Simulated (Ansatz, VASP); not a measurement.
# Ga4AsP3 (ordered alloy, x = 0.75, built in the cubic cell of 8 atoms (invented)) in two plane-wave programs

One calculation is typed for both programs; each brings its own data sets. How far apart do they land? The cell is generated by rule, not measured, and may not be a known phase. The cell is taken from a series of runs on this material, whose earlier steps may have relaxed, scaled, displaced or heated it; both programs get it as it stands.

Program: Ansatz 0.2.0. Level of theory: plane waves, with VASP 6.6.1 beside it; r2SCAN. Results are calculated unless marked as measured.

## (1) Set-up

The structure is cubic, space group P-43m (No. 215). The conventional cell has a = 5.504 Å, b = 5.504 Å, c = 5.504 Å, α = 90.00°, β = 90.00°, γ = 90.00°. Nearest to P lie 4 Ga at 2.37 Å. Nearest to As lie 4 Ga at 2.42 Å. Ga has 3 P at 2.37 Å and 1 As at 2.42 Å nearest. Farther neighbours are not listed.

As a file:

```cif
data_structure
_symmetry_space_group_name_H-M 'P-43m'
_symmetry_Int_Tables_number 215
_cell_length_a 5.5044
_cell_length_b 5.5044
_cell_length_c 5.5044
_cell_angle_alpha 90.000
_cell_angle_beta 90.000
_cell_angle_gamma 90.000
_cell_volume 166.78
loop_
_atom_site_label
_atom_site_type_symbol
_atom_site_symmetry_multiplicity
_atom_site_Wyckoff_symbol
_atom_site_fract_x
_atom_site_fract_y
_atom_site_fract_z
_atom_site_occupancy
P1 P 3 d 0.00000 0.00000 0.50000 1
As1 As 1 b 0.50000 0.50000 0.50000 1
Ga1 Ga 4 e 0.24583 0.24583 0.75417 1
```

## (2) VASP: relaxation of cell and atoms, r2SCAN, pair 1

The relaxed volume is the usual yardstick between codes: in a stiff, nearly cubic crystal its relative difference is about their pressure difference at one cell divided by the bulk modulus.

Lines of VASP's logs that name or quote its potential files are left out, and so is its time.

File INCAR:

```
SYSTEM = Ga4AsP3
PREC = Accurate
ENCUT = 550
EDIFF = 1E-07
NELM = 120
ISMEAR = 0
SIGMA = 0.01
LREAL = .FALSE.
ALGO = Normal
METAGGA = R2SCAN
LASPH = .TRUE.
NBANDS = 44
LORBIT = 11
LWAVE = .FALSE.
LCHARG = .FALSE.
ISIF = 3
IBRION = 2
NSW = 80
EDIFFG = -0.005
GGA_COMPAT = .FALSE.
NELMIN = 4
EFERMI = MIDGAP
LMIXTAU = .TRUE.
KPAR = 2
```

File POSCAR:

```
Ga4AsP3
1.0
    5.5044370000      0.0000000000      0.0000000000
    0.0000000000      5.5044370000      0.0000000000
    0.0000000000      0.0000000000      5.5044370000
P As Ga
3 1 4
Direct
    0.0000000908      0.0000000908      0.5000000908
    0.0000000908      0.5000000908      0.0000000908
    0.5000000908      0.0000000908      0.0000000908
    0.5000000908      0.5000000908      0.5000000908
    0.2458259582      0.2458259582      0.7541742234
    0.2458259582      0.7541742234      0.2458259582
    0.7541742234      0.2458259582      0.2458259582
    0.7541742234      0.7541742234      0.7541742234
```

File KPOINTS:

```
Automatic mesh
0
Gamma
4 4 4
0 0 0
```

PAW data sets: P, As and Ga_d (PBE family, release 64).

Run with:

```sh
mpirun -np 2 vasp_std
```

Numbers of over 12 decimals in the logs are rounded to 6 here.

The program printed:

```text
[banner, memory and clock lines left out]
running    2 mpi-ranks, on    1 nodes
 distrk:  each k-point on    1 cores,    2 groups
 distr:  one band on    1 cores,    1 groups

 POSCAR found type information on POSCAR P AsGa
 POSCAR found :  3 types and       8 ions
|                                                                             |
|               ----> ADVICE to this user running VASP <----                  |
|                                                                             |
|     You enforced a specific xc type in the INCAR file but a different       |
|     [... a line on the potential file left out ...]
|     I HOPE YOU KNOW WHAT YOU ARE DOING!                                     |
|                                                                             |

 LDA part: xc-table for (None), standard interpolation
 POSCAR, INCAR and KPOINTS ok, starting setup
 FFT: planning ... GRIDC
 FFT: planning ... GRID_SOFT
 FFT: planning ... GRID
 WAVECAR not read
 entering main loop
       N       E                     dE             d eps       ncg     rms          rms(c)
DAV:   1     0.614131881283E+03    0.61413E+03   -0.35041E+04   932   0.257E+03
DAV:   2     0.134011814584E+02   -0.60073E+03   -0.58388E+03   928   0.658E+02
DAV:   3    -0.930663252697E+02   -0.10647E+03   -0.10333E+03  1028   0.189E+02
DAV:   4    -0.100090901447E+03   -0.70246E+01   -0.69736E+01  1088   0.467E+01
DAV:   5    -0.100297393739E+03   -0.20649E+00   -0.20618E+00  1148   0.803E+00    0.915E+00
DAV:   6    -0.938759773869E+02    0.64214E+01   -0.30690E+00  1248   0.215E+01    0.571E+00
DAV:   7    -0.895253248549E+02    0.43507E+01   -0.12746E+00   944   0.798E+00    0.267E+00
DAV:   8    -0.919194117369E+02   -0.23941E+01   -0.19722E+00   916   0.649E+00    0.970E-01
DAV:   9    -0.911305954048E+02    0.78882E+00   -0.16880E-01  1008   0.314E+00    0.808E-01
DAV:  10    -0.917213693931E+02   -0.59077E+00   -0.88913E-02   916   0.223E+00    0.504E-01
DAV:  11    -0.911790309134E+02    0.54234E+00   -0.43737E-01   912   0.350E+00    0.179E-01
DAV:  12    -0.913421703633E+02   -0.16314E+00   -0.62931E-02   940   0.149E+00    0.267E-01
DAV:  13    -0.913794564602E+02   -0.37286E-01   -0.12610E-02   932   0.637E-01    0.296E-01
DAV:  14    -0.913549159999E+02    0.24540E-01   -0.53578E-02   908   0.149E+00    0.236E-01
[...]
DAV:  22    -0.913874826252E+02    0.20575E-04   -0.54362E-05   980   0.500E-02    0.149E-02
DAV:  23    -0.913874922817E+02   -0.96565E-05   -0.12519E-05   964   0.224E-02    0.943E-03
DAV:  24    -0.913874950176E+02   -0.27360E-05   -0.35763E-06  1020   0.133E-02    0.165E-02
DAV:  25    -0.913874978140E+02   -0.27964E-05   -0.22536E-06  1060   0.882E-03    0.158E-02
DAV:  26    -0.913875018181E+02   -0.40041E-05   -0.11003E-06   836   0.592E-03    0.259E-03
DAV:  27    -0.913875022434E+02   -0.42532E-06   -0.19801E-07   696   0.345E-03    0.744E-04
DAV:  28    -0.913875028038E+02   -0.56041E-06   -0.23123E-07   680   0.314E-03    0.468E-04
DAV:  29    -0.913875027769E+02    0.26950E-07   -0.17031E-07   612   0.259E-03
   1 F= -.91387503E+02 E0= -.91387503E+02  d E =-.913875E+02
 curvature:   0.00 expect dE= 0.000E+00 dE for cont linesearch  0.000E+00
 trial: gam= 0.00000 g(F)=  0.105E-05 g(S)=  0.331E-04 ort = 0.000E+00 (trialstep = 0.100E+01)
 search vector abs. value=  0.342E-04
 bond charge predicted
       N       E                     dE             d eps       ncg     rms          rms(c)
DAV:   1    -0.913878292534E+02   -0.32645E-03   -0.49559E-03  1096   0.883E-01    0.109E-01
DAV:   2    -0.913876016625E+02    0.22759E-03   -0.66617E-04  1080   0.347E-01    0.520E-02
DAV:   3    -0.913875280386E+02    0.73624E-04   -0.13406E-04  1200   0.140E-01    0.970E-03
DAV:   4    -0.913875267270E+02    0.13116E-05   -0.50398E-05   904   0.633E-02    0.948E-03
DAV:   5    -0.913875317074E+02   -0.49803E-05   -0.34762E-06  1236   0.117E-02    0.114E-02
DAV:   6    -0.913875349909E+02   -0.32835E-05   -0.14225E-06   904   0.844E-03    0.150E-02
DAV:   7    -0.913875271605E+02    0.78304E-05   -0.59060E-07  1040   0.787E-03    0.469E-03
DAV:   8    -0.913875275524E+02   -0.39189E-06   -0.43330E-07   672   0.684E-03    0.485E-03
DAV:   9    -0.913875279399E+02   -0.38755E-06   -0.60061E-08   512   0.171E-03    0.234E-03
DAV:  10    -0.913875283176E+02   -0.37767E-06   -0.29579E-08   492   0.160E-03    0.172E-04
DAV:  11    -0.913875281932E+02    0.12443E-06   -0.18934E-08   484   0.116E-03    0.925E-05
DAV:  12    -0.913875281228E+02    0.70409E-07   -0.14151E-08   472   0.110E-03
   2 F= -.91387528E+02 E0= -.91387528E+02  d E =-.253459E-04
 trial-energy change:   -0.000025  1 .order   -0.000007   -0.000034    0.000021
 step:   0.8624(harm=  0.6206)  dis= 0.00006  next Energy=   -91.387530 (dE=-0.267E-04)
 reached required accuracy - stopping structural energy minimisation
```

From OUTCAR (step 2):

```text
ion  position               nearest neighbor table
   1  0.000  0.000  0.500-   5 2.37   6 2.37   7 2.37   8 2.37
   2  0.000  0.500  0.000-   5 2.37   6 2.37   7 2.37   8 2.37
   3  0.500  0.000  0.000-   5 2.37   6 2.37   7 2.37   8 2.37
   4  0.500  0.500  0.500-   5 2.42   6 2.42   7 2.42   8 2.42
   5  0.246  0.246  0.754-   1 2.37   2 2.37   3 2.37   4 2.42
   6  0.246  0.754  0.246-   1 2.37   2 2.37   3 2.37   4 2.42
   7  0.754  0.246  0.246-   1 2.37   2 2.37   3 2.37   4 2.42
   8  0.754  0.754  0.754-   1 2.37   2 2.37   3 2.37   4 2.42

  LATTYP: Found a simple cubic cell.
 ALAT       =     5.5044370000

 Subroutine GETGRP returns: Found 24 space group operations
 (whereof 24 operations were pure point group operations)

The static configuration has the point symmetry T_d .

 Found     10 irreducible k-points:

   k-points           NKPTS =     10   k-points in BZ     NKDIM =     10   number of bands    NBANDS=     44

   dimension x,y,z NGX =    42 NGY =   42 NGZ =   42
   dimension x,y,z NGXF=    84 NGYF=   84 NGZF=   84

   ENCUT  =  550.0 eV  40.42 Ry    6.36 a.u.  10.53 10.53 10.53*2*pi/ulx,y,z

   NELECT =      72.0000    total number of electrons

 k-points in reciprocal lattice and weights: Automatic mesh
   0.00000000  0.00000000  0.00000000       0.016
   0.25000000  0.00000000  0.00000000       0.094
   0.50000000  0.00000000  0.00000000       0.047
   0.25000000  0.25000000  0.00000000       0.188
   0.50000000  0.25000000  0.00000000       0.188
   0.50000000  0.50000000  0.00000000       0.047
   0.25000000  0.25000000  0.25000000       0.125
   0.50000000  0.25000000  0.25000000       0.188
   0.50000000  0.50000000  0.25000000       0.094
   0.50000000  0.50000000  0.50000000       0.016

 average (electrostatic) potential at core
       1 -86.7776       2 -86.7776       3 -86.7776       4 -54.0539       5 -70.4793
       6 -70.4793       7 -70.4793       8 -70.4793

 E-fermi :   5.0482

 k-point     1 :       0.0000    0.0000    0.0000
  band No.  band energies     occupation
    ...
     32       1.5021      2.00000
     33       1.5021      2.00000
     34       4.2588      2.00000
     35       4.2588      2.00000
     36       4.2588      2.00000
     37       5.8376      0.00000
     38       6.2489      0.00000
     39       6.2489      0.00000
     40       6.2576      0.00000
     41       6.2989      0.00000
    ...

 k-point     2 :       0.2500    0.0000    0.0000
  band No.  band energies     occupation
    ...
     32       1.7226      2.00000
     33       1.7226      2.00000
     34       2.6504      2.00000
     35       3.5899      2.00000
     36       3.5899      2.00000
     37       6.0923      0.00000
     38       6.9020      0.00000
     39       7.2277      0.00000
     40       7.3423      0.00000
     41       7.4447      0.00000
    ...

 k-point     3 :       0.5000    0.0000    0.0000
  band No.  band energies     occupation
    ...
     32       0.8327      2.00000
     33       2.3670      2.00000
     34       2.3670      2.00000
     35       2.6368      2.00000
     36       2.6368      2.00000
     37       6.5511      0.00000
     38       6.7500      0.00000
     39       8.1477      0.00000
     40       8.2860      0.00000
     41       9.3160      0.00000
    ...

  Total        0.0271139      0.0271139      0.0271139      0.0000000     -0.0000000      0.0000000
  in kB        0.2606755      0.2606755      0.2606755      0.0000000     -0.0000000      0.0000000
  external PRESSURE =       0.2606755 kB  Pullay stress =       0.0000000 kB

  energy-cutoff  :      550.00
  volume of cell :      166.65
      direct lattice vectors                 reciprocal lattice vectors
     5.503016512  0.000000000 -0.000000000     0.181718517  0.000000000 -0.000000000
    -0.000000000  5.503016512  0.000000000     0.000000000  0.181718517  0.000000000
     0.000000000 -0.000000000  5.503016512     0.000000000 -0.000000000  0.181718517

 POSITION                                       TOTAL-FORCE (eV/Angst)
 -----------------------------------------------------------------------------------
      0.00000      0.00000      2.75151        -0.000000     -0.000000     -0.000000
      0.00000      2.75151      0.00000        -0.000000     -0.000000     -0.000000
      2.75151      0.00000      0.00000        -0.000000     -0.000000     -0.000000
      2.75151      2.75151      2.75151        -0.000000     -0.000000     -0.000000
      1.35285      1.35285      4.15017         0.000125      0.000125     -0.000125
      1.35285      4.15017      1.35285         0.000125     -0.000125      0.000125
      4.15017      1.35285      1.35285        -0.000125      0.000125      0.000125
      4.15017      4.15017      4.15017        -0.000125     -0.000125     -0.000125
 -----------------------------------------------------------------------------------
    total drift:                               -0.000947     -0.000947     -0.000945

  FREE ENERGIE OF THE ION-ELECTRON SYSTEM (eV)
  ---------------------------------------------------
  free  energy   TOTEN  =       -91.3875281228 eV

  energy  without entropy=      -91.3875281228  energy(sigma->0) =      -91.38752812

 reached required accuracy - stopping structural energy minimisation

 total charge
# of ion       s       p       d       tot
------------------------------------------
    1        1.010   1.531   0.000   2.540
    2        1.010   1.531   0.000   2.540
    3        1.010   1.531   0.000   2.540
    4        1.199   1.673   0.034   2.906
    5        0.834   0.832  10.013  11.679
    6        0.834   0.832  10.013  11.679
    7        0.834   0.832  10.013  11.679
    8        0.834   0.832  10.013  11.679
--------------------------------------------------
tot          7.565   9.596  40.085  57.245

[... 3 further parts left out ...]
```

CONTCAR:

```
Ga4AsP3
   1.00000000000000
     5.5030165121886965    0.0000000000000000   -0.0000000000000000
    -0.0000000000000000    5.5030165121886965    0.0000000000000000
     0.0000000000000000   -0.0000000000000000    5.5030165121886965
  P               As              Ga
     3     1     4
Direct
     0.0000000908000004    0.0000000908000004    0.5000000908000004
     0.0000000908000004    0.5000000908000004    0.0000000908000004
     0.5000000908000004    0.0000000908000004    0.0000000908000004
     0.5000000908000004    0.5000000908000004    0.5000000908000004
     0.2458377505476259    0.2458377505476259    0.7541624310523749
     0.2458377505476259    0.7541624310523749    0.2458377505476259
     0.7541624310523749    0.2458377505476259    0.2458377505476259
     0.7541624310523749    0.7541624310523749    0.7541624310523749
```

(Part 1 of 2 ends here.)

[Lines on the potential files, build, host, timing and source positions are cut from VASP's logs without a mark.]

[Logs are printed without paths, hosts, clocks, repeated set-up lines and the standing remarks that a program may print on its own settings, such as how far it seeks lower states.]

[Hosts, paths, dates, database ids (printed as entryN), source tags and the programs' standing remarks are cut or masked in the printed files.]
